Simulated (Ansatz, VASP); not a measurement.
# Two plane-wave programs on Re

```xyz
1
Lattice="0.0000 1.9566 1.9566 1.9566 0.0000 1.9566 1.9566 1.9566 0.0000" Properties=species:S:1:pos:R:3 pbc="T T T"
Re    0.0000    0.0000    0.0000
```

This isn't the form of Re at room conditions, which is hcp.

Alike in both runs: task relaxation of cell and atoms; functional PBE; k mesh 18 × 18 × 18; occupations gaussian, width 0.1 eV; no spin polarisation.

|  | VASP | Ansatz |
| --- | --- | --- |
| version | VASP 6.6.1 | Ansatz 0.2.0 |
| potentials or method | VASP PAW PBE potentials, release 64 (Re) | scalar-relativistic, plane waves, PAW |
| plane-wave cutoff (eV) | 600 | 420 |
| valence electrons in the cell | 7 | 15 |

|  | VASP | Ansatz | Ansatz less VASP |
| --- | --- | --- | --- |
| gap on the k mesh at the Fermi level, each at its own relaxed structure (eV) | none | none | - |
| relaxed volume (Å³/atom) | 14.99 | 15.01 | +0.017 |
| relaxed cell length with the largest relative difference (Å) | 2.768 | 2.769 | +0.0011 |

A gap of «none» marks a metal or a gap that the smearing closes. The two sets of potentials don't hold the same shells in valence.

Spin-orbit coupling is left out, which matters for the levels of Re.
